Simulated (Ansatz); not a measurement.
## SiC: do the settings matter for the field gradients?

This input was run with Ansatz:

```yaml
crystal:
  lattice:
    - [2.1665, 0.0, 0.0]
    - [-1.08325, 1.87624404, 0.0]
    - [0.0, 0.0, 10.619]
  atoms:
    - { symbol: Si, position: [0.0, 0.0, 0.125] }
    - { symbol: Si, position: [0.0, 0.0, 0.625] }
    - { symbol: Si, position: [0.3333333333, 0.6666666667, 0.2917] }
    - { symbol: Si, position: [0.6666666667, 0.3333333333, 0.7917] }
    - { symbol: Si, position: [0.3333333333, 0.6666666667, 0.9583] }
    - { symbol: Si, position: [0.6666666667, 0.3333333333, 0.4583] }
    - { symbol: C, position: [0.0, 0.0, 0.0] }
    - { symbol: C, position: [0.0, 0.0, 0.5] }
    - { symbol: C, position: [0.3333333333, 0.6666666667, 0.1667] }
    - { symbol: C, position: [0.6666666667, 0.3333333333, 0.6667] }
    - { symbol: C, position: [0.3333333333, 0.6666666667, 0.8333] }
    - { symbol: C, position: [0.6666666667, 0.3333333333, 0.3333] }
kpoints:
  mp_grid: { grid: [10, 10, 2] }
scf:
  occupations: { method: fermi_dirac, width: 0.02 }
  max_iter: 100
hamiltonian:
  xc: pbe
  pseudopotentials: { kind: paw }
output:
  forces: true
  stress: true
  populations: true
  efg: { contact_densities: true }
```

It converged. Of its output the block on the nuclei alone is shown, without the SCF iterations, energies, forces and stress (one atom of each set):

```
--- PAW observables at the nuclei: V_zz in 10²¹ V/m², potentials from the cell's mean, atoms counted from 1 ---
  atom   1  Si V_zz =    -0.433412   η = 0.0000   by run symmetry: allowed
            electrostatic potential = -1392.092710 V   contact ρ = 12813.117618 e/Å³
  atom   3  Si V_zz =    +0.414148   η = 0.0000   by run symmetry: allowed
            electrostatic potential = -1392.155925 V   contact ρ = 12812.870744 e/Å³
  atom   5  Si V_zz =    +0.464088   η = 0.0000   by run symmetry: allowed
            electrostatic potential = -1392.411808 V   contact ρ = 12814.094523 e/Å³
  atom   7  C  V_zz =    +1.067475   η = 0.0000   by run symmetry: allowed
            electrostatic potential = -448.706708 V   contact ρ = 874.175451 e/Å³
  atom   9  C  V_zz =    +0.336171   η = 0.0000   by run symmetry: allowed
            electrostatic potential = -447.990933 V   contact ρ = 874.091721 e/Å³
  atom  11  C  V_zz =    +0.049844   η = 0.0000   by run symmetry: allowed
            electrostatic potential = -448.186638 V   contact ρ = 874.039095 e/Å³
```

(1) Can these gradients be trusted, and how do they compare with a run on standard settings?

## Answers

(1) No. Against the standard input the change is `crystal.lattice`: [[3.095, 0.0, 0.0], [-1.5475, 2.6803486247, 0.0], [0.0, 0.0, 15.17]] → [[2.1665, 0.0, 0.0], [-1.08325, 1.87624404, 0.0], [0.0, 0.0, 10.619]]; `scf.max_iter`: not typed → 100. A site carries the number of its first atom; V_zz in 10²¹ V/m².

| site | atom | V_zz standard | η standard | V_zz here | η here |
| --- | --- | --- | --- | --- | --- |
| Si1 | 1 | -0.18 | 0.00 | -0.43 | 0.00 |
| Si3 | 3 | 0.13 | 0.00 | 0.41 | 0.00 |
| Si5 | 5 | 0.17 | 0.00 | 0.46 | 0.00 |
| C7 | 7 | 0.15 | 0.00 | 1.07 | 0.00 |
| C9 | 9 | 0.038 | 0.00 | 0.34 | 0.00 |
| C11 | 11 | 0.013 | 0.00 | 0.050 | 0.00 |

The largest change of V_zz is on C7, from 0.15 to 1.07. At these positions the changed run has forces up to 1.8 eV/Å, so its atoms aren't at their own equilibrium. Its pressure is 1577 GPa, against 0 GPa in the reference run. SCF iterations: 6 and 9. The changed input holds a lattice far too small, so its numbers aren't properties of the crystal.

On the reference run: The values hang on the deposited positions: relaxing the atoms moves V_zz on Si1 from -0.18 to -0.097.
